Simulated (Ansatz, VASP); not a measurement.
# Two plane-wave programs on Si2W

```
W Si
1.0
    -1.57410    1.57410    3.83503
     1.57410   -1.57410    3.83503
     1.57410    1.57410   -3.83503
W Si
1 2
Direct
  0.00000 0.00000 0.00000
  0.66530 0.66530 0.00000
  0.33470 0.33470 0.00000
```

Change from the starting cell: volume scaled by 0.94.

Alike in both runs: task single point; functional PBE; k mesh 12 × 12 × 12; occupations fermi-dirac, width 0.05 eV; no spin polarisation.

|  | VASP | Ansatz |
| --- | --- | --- |
| version | VASP 6.6.1 | Ansatz 0.2.0 |
| potentials or method | VASP PAW PBE potentials, release 64 (W_sv, Si) | Ansatz PAW |
| plane-wave cutoff (eV) | 520 | 420 |
| valence electrons in the cell | 22 | 22 |

```tsv
	VASP	Ansatz	Ansatz less VASP
gap on the k mesh at the Fermi level (eV)	none	none	-
pressure (GPa)	20.1	19.9	-0.16
largest component of the traceless stress (GPa)	1.85	1.92	+0.075
rms of the force components (eV/Å)	0.123	0.121	-0.0019
```

Atom by atom the forces differ by 0.002 eV/Å (rms over components). A gap of «none» marks a metal or a gap that the smearing closes.

Spin-orbit coupling is left out, which matters for the levels of W.
